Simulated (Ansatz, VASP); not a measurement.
# WSe2: VASP beside Ansatz

One calculation is typed for both programs; each brings its own data sets. How far apart do they land? The structure shown is the start of the Ansatz relaxation below; VASP solves that cell, so the two are compared at the walk's first step. Other levels of theory on this material are compared in a session of their own.

Calculated with Ansatz 0.2.0; plane waves, with VASP 6.6.1 beside it; single point at PBE and single point at r2SCAN.

### Step 1. The structure

The cell holds 3 atoms: 2 Se and 1 W. Its edges and angles: a = 3.290 Å, b = 3.290 Å, c = 19.346 Å, α = 90.0°, β = 90.0°, γ = 120.0°. It derives from WSe2. Vacuum lies along c.

### Step 2. Ansatz: relaxation, PBE

Ansatz runs on its default PAW (the set named soft_2) files.

The two programs are compared at the cell with which this relaxation starts, whose forces are those of its first step.

input.yaml

```yaml
crystal:
  lattice:
    - [3.29, 0.0, 0.0]
    - [-1.645, 2.849223578, 0.0]
    - [0.0, 0.0, 19.34626]
  atoms:
    - { symbol: Se, position: [0.666666667, 0.333333333, 0.586483382] }
    - { symbol: W, position: [0.333333333, 0.666666667, 0.5] }
    - { symbol: Se, position: [0.666666667, 0.333333333, 0.413516618] }
kpoints:
  mp_grid: { grid: [12, 12, 1] }
scf:
  occupations: { method: fermi_dirac, width: 0.02 }
  n_extra_bands: 8
hamiltonian:
  xc: pbe
  pseudopotentials: { kind: paw }
output:
  forces: true
  write_potential: true
  volumetric_format: []
relax:
  f_tol: 0.01
  max_steps: 40
  cell: { fix: [c, alpha, beta] }
```

Launch:

```console
> ansatz run input.yaml --threads 4 --pin off --max-ram 8192MiB --backend cpu --events-out ev --progress --plain --runs-dir out
```

Numbers of over 12 decimals in the logs are rounded to 6 here.

Log:

```text
scf.n_extra_bands = 8 over 23 filled bands (N_el = 46.0): the run solves 31 bands
Engine: ansatz 0.2.0, x86_64-unknown-linux-gnu
Pseudopotentials: kind: paw
Pseudopotential: Se, paw, valence charge 16, recommended cutoff 420 eV (normal), Se.paw.azcp
Pseudopotential: W, paw, valence charge 14, recommended cutoff 420 eV (normal), W.paw.azcp
Functional definition: PBE
  parameter kappa = 0.804
  parameter beta = 0.066725
  exchange = pbe_x(kappa = kappa, mu = beta*pi^2/3)
  correlation = pbe_c(beta = beta)
Crystal: 3 atoms, lattice volume = 181.351 Å³
Basis set: ecut = 420 eV, 3629 PW (Γ), exchange–correlation on 48×48×270 points (8 copies of the dense FFT grid, shifted against one another)
Bands: 31, of which v1, the nominal top of the filled ones, is band 23 counted from 1 (22 counted from 0)
Symmetry: 12 space group operations
Space group: P-6m2 (ITA 187), of the structure as read, at distance tolerance 5.7e-5 Å
k-points: 19 of 144 (time reversal used)
Non-local potential: Se, projectors of the file, l = 0: 2, l = 1: 2, l = 2: 3, l = 3: 1
Non-local potential: W, projectors of the file, l = 0: 3, l = 1: 2, l = 2: 2, l = 3: 1
PAW form: soft (Blöchl's): semilocal exchange-correlation on the pseudo side does not see the compensation charge
PAW one-centre angular grid: Se, 590 points (default); XC on 64 Gauss nodes
PAW one-centre angular grid: W, 590 points (default); XC on 64 Gauss nodes
Initial density: superposition of atomic densities (neutral atoms: chi_scale 0, normalization atom), corrected by the library's trained network
Initial wavefunctions: pseudopotential atomic-orbital guess
Functional: x = pbe(κ = 0.804, μ = 0.219515), c = pbe(β = 0.066725)
SCF iter   1: F=—  HF=-21324.640843 eV  |F-HF|=—  |Δ(HF+E_count)|=         —  Δρ=2.74e-3  dr2=5.41e-3  ethr=1.77e-3  ⟨swp⟩=8.9  Hψ=2933  notcnv=0
preconditioner: auto → none  [insulator: Δε(μ)=1.645 eV  Ē_g=10.176 eV  σ=0.020 eV  W_gap=1.00  n_scr=12 (ndim 8)  ℏωp=11.7 eV  f_vac=0.651  D(μ)=0.00/eV (n_scr^D=0)  ε∞_Penn≈2.3]
SCF iter   2: F=—  HF=-21324.646020 eV  |F-HF|=—  |Δ(HF+E_count)|=   5.18e-3  Δρ=1.67e-3  dr2=7.73e-3  ethr=1.18e-5  ⟨swp⟩=3.0  Hψ=1178  notcnv=0  defer=68
SCF iter   3: F=—  HF=-21324.647370 eV  |F-HF|=—  |Δ(HF+E_count)|=   1.35e-3  Δρ=1.36e-3  dr2=7.95e-3  ethr=1.18e-5  ⟨swp⟩=2.3  Hψ=744  notcnv=0  defer=68
SCF iter   4: F=—  HF=-21324.646926 eV  |F-HF|=—  |Δ(HF+E_count)|=   4.44e-4  Δρ=6.32e-4  dr2=2.52e-4  ethr=1.18e-5  ⟨swp⟩=2.0  Hψ=701  notcnv=0  defer=68
SCF iter   5: F=—  HF=-21324.647362 eV  |F-HF|=—  |Δ(HF+E_count)|=   4.36e-4  Δρ=7.15e-5  dr2=4.74e-6  ethr=5.48e-7  ⟨swp⟩=2.1  Hψ=755  notcnv=0  defer=68
SCF iter   6: F=—  HF=-21324.647336 eV  |F-HF|=—  |Δ(HF+E_count)|=   2.59e-5  Δρ=1.61e-5  dr2=2.36e-7  ethr=1.03e-8  ⟨swp⟩=2.2  Hψ=947  notcnv=0  defer=68
SCF iter   7: F=-21324.647336 eV  HF=-21324.647336 eV  |F-HF|=4.01e-8  |Δ(HF+E_count)|=   1.79e-7  Δρ=3.00e-6  dr2=1.41e-8  ethr=2.17e-10  ⟨swp⟩=11.5  Hψ=4257  notcnv=0
SCF 1 converged in 7 iterations: F = -21324.647336 eV  dr2 = 1.41e-8
  greatest PAW one-centre occupation: 1.000 electrons in one spin orbital (limit 2), on the Se atom at site 2 (counted from 0), in its partial waves of l = 2
relax step   1: F+E_penalty+E_count = -21324.64733582 eV  Δ(F+E_penalty+E_count) = +0.000e0 eV  max|allowed force component| = 2.856e-1 eV/Å  Δτ_max = 0.0000 Å  P = +0.954 GPa  Ω = 181.351 Å³  fix = [c, alpha, beta]  reactions: c +0.844 GPa  (7 SCF iters, dr2 threshold 1.00e-7 eV, accepted)
[...]
relax step   5: F+E_penalty+E_count = -21324.65893937 eV  Δ(F+E_penalty+E_count) = -6.051e-5 eV  max|allowed force component| = 3.112e-4 eV/Å  Δτ_max = 0.0021 Å  P = +0.001 GPa  Ω = 184.684 Å³  energy of the carried Pulay correction = -2.024e-4 eV  fix = [c, alpha, beta]  reactions: c -0.001 GPa  (6 SCF iters, dr2 threshold 2.44e-8 eV, accepted)
[...]
relax step   6: F+E_penalty+E_count = -21324.65912793 eV  Δ(F+E_penalty+E_count) = -1.886e-4 eV  max|allowed force component| = 3.887e-4 eV/Å  Δτ_max = 0.0000 Å  P = +0.001 GPa  Ω = 184.684 Å³  fix = [c, alpha, beta]  reactions: c -0.001 GPa  stress off target by 1.74e-3 GPa on what of the cell is left free  SCF on the basis re-selected at this cell (its energy is not comparable with the rows above)  (9 SCF iters)
basis re-selected at this cell: Δ(F+E_penalty+E_count) = -1.886e-4 eV, ΔP = -0.000 GPa vs the last step (what re-selecting the basis moved, of the pressure what is left beyond the Pulay correction that the steps carried, after the strain that the cell walked since its last selection, with what the two solves' SCF thresholds leave and, on support functions, any second-order correction that the steps lacked; it is no m [...]
WARN: The output density's exchange-correlation potential varies sharply where the density is thin. Do not read a vacuum level from v_tot or v_xc, or from such a field of the output density. On a cell that repeats whose density bears no net charge and no dipole along the vacuum's axis use v_es (v_loc + v_h of the components); under efield.dipole_correction with no amplitude use v_es + v_field, which holds any externa [...]
SCF converged after 9 iterations
an eigenvalue changed by more than its tolerance at an iteration that met the thresholds in force, so the SCF went on 1 time: the last check found none over its tolerance
Free energy (F): -21324.659128 eV
Harris-Foulkes:  -21324.659128 eV  (|F-HF|=2.91e-11)
Internal energy: -21324.659128 eV  (E = F + TS)
E sigma→0 (E₀):  -21324.659128 eV
Fermi energy:    1.527866 eV
--- Per-component energies (eV) ---
  E_band       = -1387.441950
  E_kinetic    = 687.601772
  E_local      = -40138.556016  (includes V_loc(G=0)·N_el)
  E_nonlocal   = -1189.875565
  E_hartree    = 19688.496216
  E_xc         = -475.609313
  E_vxc        = -435.518916  (∫ρ·V_xc dr)
  E_paw        = -12385.597180  (= ΣΔE_a)
  E_vpaw       = 311.915547  (= ΣTr[D̂ρ^β])
  E_aug_tail   = -0.001242  (compensation charges beyond the density's cutoff)
  E_ewald      = 12488.882201
  E_smearing   = -0.000000  (= −TS)
  E_closure    = -0.000000  (closes the sum)
  Σ components = -21324.659128   (vs F -21324.659128, Δ=0.00e0)
--- Forces (eV/Å), atoms counted from 1 ---
  atom   1  Se     0.00000000    -0.00000000    -0.00038871
  atom   2  W      0.00000000     0.00000000     0.00000000
  atom   3  Se     0.00000000    -0.00000000     0.00038871
  max |Σ_I F_I| component: 1.62e-17 eV/Å
--- Stress (GPa, compression-positive) ---
        0.001737      -0.000000       0.000000
        0.000000       0.001737       0.000000
        0.000000       0.000000      -0.001212
  P = ⅓ Tr σ = 0.0008 GPa (0.008 kbar)
--- Band table (eV; the first three rows and the last of 19) ---
  k-point 0: bands = [... 19 lower, -1.3954, -0.4800, -0.4800, 0.4300, 3.6506, 3.6506, 3.8138, 3.8138, ... 4 higher]
  k-point 1: bands = [... 19 lower, -1.4863, -0.6520, -0.4357, 0.3964, 3.3838, 3.4181, 3.6834, 3.8277, ... 4 higher]
  k-point 2: bands = [... 19 lower, -1.2163, -1.0550, -0.5687, 0.2160, 2.8358, 3.2368, 3.3881, 4.2259, ... 4 higher]
  k-point 18: bands = [... 19 lower, -2.9710, -2.5009, -1.5783, 0.7524, 2.3034, 3.5766, 4.2005, 5.5986, ... 4 higher]
--- Relaxed structure (5 steps of the walk, 5 accepted, 1 SCFs on fresh bases) ---
  F+E_penalty+E_count = -21324.65912793 eV   max|allowed force component| = 3.887e-4 eV/Å   (the final SCF, on the basis selected at the relaxed cell)
  cell:  # Å, volume = 184.6836 Å³
    - [3.320094, 3.3410888685814615e-18, 0.0]
    - [-1.660047, 2.875286, 0.0]
    - [0.0, 0.0, 19.34626]
  atoms:
    - { symbol: Se, position: [0.666667, 0.333333, 0.586753] }
    - { symbol: W, position: [0.333333, 0.666667, 0.5] }
    - { symbol: Se, position: [0.666667, 0.333333, 0.413247] }
```

In the SCF lines HF is the Harris–Foulkes energy and dr2 the Hartree energy of the density residual, in eV; the loop may stop once dr2 is under the threshold and the program's other checks hold. Hψ counts applications of the Hamiltonian.

### Step 3. VASP: single point, PBE, start cell

The same cell, functional, mesh and smearing now go to VASP, with its own data sets.

Lines of VASP's logs that name or quote its potential files are left out, and so is its time.

INCAR

```
SYSTEM = WSe2
PREC = Accurate
ENCUT = 520
EDIFF = 1E-06
NELM = 120
ISMEAR = -1
SIGMA = 0.02
LREAL = .FALSE.
ALGO = Normal
GGA = PE
NBANDS = 15
LASPH = .TRUE.
LORBIT = 11
LWAVE = .FALSE.
LCHARG = .FALSE.
ISIF = 2
GGA_COMPAT = .FALSE.
EFERMI = MIDGAP
KPAR = 2
```

POSCAR

```
WSe2
1.0
    3.2900000000      0.0000000000      0.0000000000
   -1.6450000000      2.8492240000      0.0000000000
    0.0000000000      0.0000000000     19.3462600000
Se W
2 1
Direct
    0.6666666082      0.3333332163      0.5864833823
    0.6666666082      0.3333332163      0.4135166177
    0.3333332163      0.6666664327      0.5000000000
```

KPOINTS

```
Automatic mesh
0
Gamma
12 12 1
0 0 0
```

Potentials, in the order of the species: Se and W (PBE family, release 64).

Launch:

```console
> mpirun -np 2 vasp_std
```

Log:

```text
[banner, memory and clock lines left out]
running    2 mpi-ranks, on    1 nodes
 distrk:  each k-point on    1 cores,    2 groups
 distr:  one band on    1 cores,    1 groups

 POSCAR found type information on POSCAR SeW
 POSCAR found :  2 types and       3 ions
 LDA part: xc-table for (Slater+PW92), standard interpolation
 POSCAR, INCAR and KPOINTS ok, starting setup
 FFT: planning ... GRIDC
 FFT: planning ... GRID_SOFT
 FFT: planning ... GRID
 WAVECAR not read
 entering main loop
       N       E                     dE             d eps       ncg     rms          rms(c)
DAV:   1     0.122861331972E+03    0.12286E+03   -0.62489E+03   570   0.898E+02
DAV:   2    -0.952385753560E+01   -0.13239E+03   -0.12390E+03   925   0.176E+02
DAV:   3    -0.224632837240E+02   -0.12939E+02   -0.12797E+02   773   0.628E+01
DAV:   4    -0.226991186965E+02   -0.23583E+00   -0.23515E+00   732   0.103E+01
DAV:   5    -0.227036152589E+02   -0.44966E-02   -0.44957E-02   766   0.129E+00    0.220E+01
DAV:   6    -0.219016224044E+02    0.80199E+00   -0.23549E+00   862   0.109E+01    0.857E+00
DAV:   7    -0.217705494822E+02    0.13107E+00   -0.11983E+00   724   0.816E+00    0.526E+00
DAV:   8    -0.216695590899E+02    0.10099E+00   -0.17461E-01   787   0.360E+00    0.414E-01
DAV:   9    -0.216692324007E+02    0.32669E-03   -0.27845E-02   794   0.108E+00    0.238E-01
DAV:  10    -0.216679056201E+02    0.13268E-02   -0.21661E-03   780   0.322E-01    0.127E-01
DAV:  11    -0.216677244569E+02    0.18116E-03   -0.23135E-04   773   0.104E-01    0.750E-02
DAV:  12    -0.216674915700E+02    0.23289E-03   -0.33337E-04   759   0.920E-02    0.205E-02
DAV:  13    -0.216675948466E+02   -0.10328E-03   -0.70984E-05   696   0.439E-02    0.341E-02
DAV:  14    -0.216677853554E+02   -0.19051E-03   -0.34789E-05   654   0.313E-02    0.875E-03
DAV:  15    -0.216678258417E+02   -0.40486E-04   -0.43532E-06   731   0.134E-02    0.991E-03
DAV:  16    -0.216678485445E+02   -0.22703E-04   -0.65591E-06   647   0.986E-03    0.304E-03
DAV:  17    -0.216678588900E+02   -0.10345E-04   -0.18648E-06   693   0.412E-03    0.203E-03
DAV:  18    -0.216678731021E+02   -0.14212E-04   -0.65644E-07   675   0.266E-03    0.221E-03
DAV:  19    -0.216678862784E+02   -0.13176E-04   -0.59394E-07   597   0.233E-03    0.831E-04
DAV:  20    -0.216678943301E+02   -0.80516E-05   -0.51016E-07   556   0.206E-03    0.572E-04
DAV:  21    -0.216678955002E+02   -0.11701E-05   -0.58600E-08   537   0.119E-03    0.680E-04
DAV:  22    -0.216678958451E+02   -0.34493E-06   -0.20397E-08   495   0.467E-04
   1 F= -.21667896E+02 E0= -.21667896E+02  d E =-.617703E-19
```

OUTCAR, selected parts (step 3):

```text
ion  position               nearest neighbor table
   1  0.667  0.333  0.586-   3 2.53   3 2.53   3 2.53
   2  0.667  0.333  0.414-   3 2.53   3 2.53   3 2.53
   3  0.333  0.667  0.500-   1 2.53   2 2.53   1 2.53   2 2.53   1 2.53   2 2.53

  LATTYP: Found a hexagonal cell.
 ALAT       =     3.2900000000
 C/A-ratio  =     5.8803221884

 Subroutine GETGRP returns: Found 12 space group operations
 (whereof 12 operations were pure point group operations)

The static configuration has the point symmetry D_3h.

 Found     19 irreducible k-points:

   k-points           NKPTS =     19   k-points in BZ     NKDIM =     19   number of bands    NBANDS=     15

   dimension x,y,z NGX =    24 NGY =   24 NGZ =  144
   dimension x,y,z NGXF=    48 NGYF=   48 NGZF=  288

   ENCUT  =  520.0 eV  38.22 Ry    6.18 a.u.   6.12  6.12 35.97*2*pi/ulx,y,z

   NELECT =      18.0000    total number of electrons

 k-points in reciprocal lattice and weights: Automatic mesh
   0.00000000  0.00000000  0.00000000       0.007
   0.08333333  0.00000000  0.00000000       0.042
   0.16666667 -0.00000000  0.00000000       0.042
   0.25000000  0.00000000  0.00000000       0.042
   0.33333333 -0.00000000  0.00000000       0.042
   0.41666667  0.00000000  0.00000000       0.042
   0.50000000  0.00000000  0.00000000       0.021
   0.08333333  0.08333333  0.00000000       0.042
   0.16666667  0.08333333  0.00000000       0.083
[...]
0.33333333  0.25000000  0.00000000       0.083
   0.33333333  0.33333333  0.00000000       0.014

 average (electrostatic) potential at core
       1 -59.9507       2 -59.9507       3 -47.4327

 E-fermi :  -0.8952

 k-point     1 :       0.0000    0.0000    0.0000
  band No.  band energies     occupation
    ...
      5      -4.0560      2.00000
      6      -3.9033      2.00000
      7      -2.9139      2.00000
      8      -2.9139      2.00000
      9      -2.0852      2.00000
     10       1.2966      0.00000
     11       1.2966      0.00000
     12       1.4720      0.00000
     13       1.4720      0.00000
     14       2.5795      0.00000
    ...

 k-point     2 :       0.0833    0.0000    0.0000
  band No.  band energies     occupation
    ...
      5      -4.1412      2.00000
      6      -3.9536      2.00000
      7      -3.0915      2.00000
      8      -2.8735      2.00000
      9      -2.1136      2.00000
     10       1.0125      0.00000
     11       1.0507      0.00000
     12       1.3338      0.00000
     13       1.4772      0.00000
     14       2.8913      0.00000
    ...

 k-point     3 :       0.1667   -0.0000    0.0000
  band No.  band energies     occupation
    ...
      5      -4.6682      2.00000
      6      -3.6697      2.00000
      7      -3.5072      2.00000
      8      -3.0160      2.00000
      9      -2.2833      2.00000
     10       0.4164      0.00000
     11       0.8509      0.00000
     12       1.0211      0.00000
     13       1.8805      0.00000
     14       3.3391      0.00000
    ...

  Total        0.9791930      0.9791933      0.7999337     -0.0000000      0.0000000      0.0000000
  in kB        8.6508618      8.6508644      7.0671623     -0.0000000      0.0000000      0.0000000
  external PRESSURE =       8.1229628 kB  Pullay stress =       0.0000000 kB

  energy-cutoff  :      520.00
  volume of cell :      181.35
      direct lattice vectors                 reciprocal lattice vectors
     3.290000000  0.000000000  0.000000000     0.303951368  0.175486378  0.000000000
    -1.645000000  2.849224000  0.000000000     0.000000000  0.350972756  0.000000000
     0.000000000  0.000000000 19.346260000     0.000000000  0.000000000  0.051689577

 POSITION                                       TOTAL-FORCE (eV/Angst)
 -----------------------------------------------------------------------------------
      1.64500      0.94974     11.34626         0.000000      0.000000      0.242065
      1.64500      0.94974      8.00000        -0.000000      0.000000     -0.242065
     -0.00000      1.89948      9.67313        -0.000000     -0.000000      0.000000
 -----------------------------------------------------------------------------------
    total drift:                                0.000000      0.000251      0.000000

  FREE ENERGIE OF THE ION-ELECTRON SYSTEM (eV)
  ---------------------------------------------------
  free  energy   TOTEN  =       -21.6678958451 eV

  energy  without entropy=      -21.6678958451  energy(sigma->0) =      -21.66789585

 total charge
# of ion       s       p       d       tot
------------------------------------------
    1        1.474   2.355   0.068   3.898
    2        1.474   2.355   0.068   3.898
    3        0.538   0.625   4.186   5.349
--------------------------------------------------
tot          3.487   5.334   4.323  13.144

[... 3 further parts left out ...]
```

### Step 4. Side by side

Known differences besides the potentials themselves: the data sets hold 46 valence electrons in Ansatz (on its default PAW (the set named soft_2) files) and 18 in VASP; the cutoff is 420 eV in Ansatz and 520 eV in VASP. Total energies have different zeros and are not compared.

Forces (eV/Å; atoms numbered as in POSCAR):

```csv
atom,"Ansatz x, y, z","VASP x, y, z"
Se1,"0.000, 0.000, 0.286","0.000, 0.000, 0.242"
Se2,"0.000, 0.000, -0.286","0.000, 0.000, -0.242"
W3,"0.000, 0.000, 0.000","0.000, 0.000, 0.000"
```

The forces differ by 21 meV/Å r.m.s., which is 18.0 % of the r.m.s. force of 0.114 eV/Å (both taken over all components). With vacuum in the cell, a pressure given here is an average over mostly empty space and none of the material.

### Step 5. Further runs

Further runs change the set-up of one program: Ansatz's method, potentials or start, or VASP's data sets, cutoff or form of LDA. The table gives that difference for each run.

```csv
run,r.m.s. force difference (meV/Å)
as above,21
VASP with a cutoff of 600 eV (perhaps on Ansatz's relaxed cell),24
```

(Part 1 of 2 ends here.)

[Lines on the potential files, build, host, timing and source positions are cut from VASP's logs without a mark.]

[Logs are printed without paths, hosts, clocks, repeated set-up lines and the standing remarks that a program may print on its own settings, such as how far it seeks lower states.]

[Hosts, paths, dates, database ids (printed as entryN), source tags and the programs' standing remarks are cut or masked in the printed files.]

[Rows of further runs with another cutoff or data set may stand on the cell that Ansatz relaxed, not on the start cell of the pair above them.]
